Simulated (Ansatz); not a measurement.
# CdTe: the cost of one run

Method: DFT PBEsol, scalar-relativistic, plane waves, PAW, in Ansatz 0.2.0.

The COD entry's cell or inner coordinates are ideal or old and differ from later refinements, so a difference from it is no clean test against experiment.

3 further runs of the same task are left out: 1 that didn't finish, 2 set aside as unsound or not needed.

## 1. Starting point

Symmetry: F-43m, No. 216, cubic system. Conventional cell: a = 6.489 Å, b = 6.489 Å, c = 6.489 Å, α = 90.00°, β = 90.00°, γ = 90.00°. Cd (site symmetry -43m) is surrounded by 4 Te at 2.81 Å. Te (site symmetry -43m) is surrounded by 4 Cd at 2.81 Å.

Coordinates:

```cif
data_structure
_symmetry_space_group_name_H-M 'F-43m'
_symmetry_Int_Tables_number 216
_cell_length_a 6.4893
_cell_length_b 6.4893
_cell_length_c 6.4893
_cell_angle_alpha 90.000
_cell_angle_beta 90.000
_cell_angle_gamma 90.000
_cell_volume 273.28
loop_
_atom_site_label
_atom_site_type_symbol
_atom_site_symmetry_multiplicity
_atom_site_Wyckoff_symbol
_atom_site_fract_x
_atom_site_fract_y
_atom_site_fract_z
_atom_site_occupancy
Cd1 Cd 4 a 0.00000 0.00000 0.00000 1
Te1 Te 4 c 0.25000 0.25000 0.25000 1
```

This cell was relaxed beforehand with the same method: volume 34.16 Å³/atom, gap on the mesh 0.65 eV.

## 2. The undisturbed cell

Contents of input.yaml:

```yaml
crystal:
  lattice:
    - [0.0, 3.2446715277, 3.2446715277]
    - [3.2446715277, 0.0, 3.2446715277]
    - [3.2446715277, 3.2446715277, 0.0]
  atoms:
    - { symbol: Cd, position: [0.0, 0.0, 0.0] }
    - { symbol: Te, position: [0.75, 0.75, 0.75] }
basis:
  ecutwfc: 420
kpoints:
  mp_grid: { grid: [8, 8, 8] }
hamiltonian:
  xc: pbesol
scf:
  occupations: { method: gaussian, width: 0.05 }
output:
  forces: true
  stress: true
  eigenvalues: true
  write_density: true
  write_potential: true
  elf: true
  volumetric_format: npy
```

Command:

```console
ansatz run input.yaml --threads 1 --pin off --max-ram 2560MiB --backend cpu --events-out ev --progress --plain --runs-dir out
```

**Question.** How long does this run take on 1 thread of AMD EPYC 7R43 (Zen 3), shared host, and how much memory does it need?

About 7.3 s, with a peak of 0.41 GiB.
